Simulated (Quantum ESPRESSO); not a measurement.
**Al: Wannier functions under several settings**

```xyz
2
Lattice="4.5467 0.0000 0.0000 -2.2734 3.9376 0.0000 0.0000 0.0000 2.7539" Properties=species:S:1:pos:R:3 pbc="T T T"
Al    0.0000    2.6251    1.3770
Al    2.2734    1.3125    1.3770
```

The cell was built by a generator and needn't be a form met in nature.

All runs used Quantum ESPRESSO 7.5; potentials PseudoDojo 0.4.1 SR LDA standard; k mesh 6 × 6 × 8; given cell; no spin polarisation; cutoff 599 eV; occupations fermi-dirac, width 0.05 eV.

```csv
level,start,Wannier mesh,spread a function (Å²),RMS miss of the bands (meV)
LDA,atomic projections with disentanglement,4 × 4 × 6,?,?
LDA,"atomic projections with disentanglement, not minimised",4 × 4 × 6,2.25,59
LDA,SCDM with an erfc weight,4 × 4 × 6,5.14,398
```

Problem. What stands in the row left open?

Solution. Spread a function 1.81 Å²; RMS miss of the bands 51 meV.
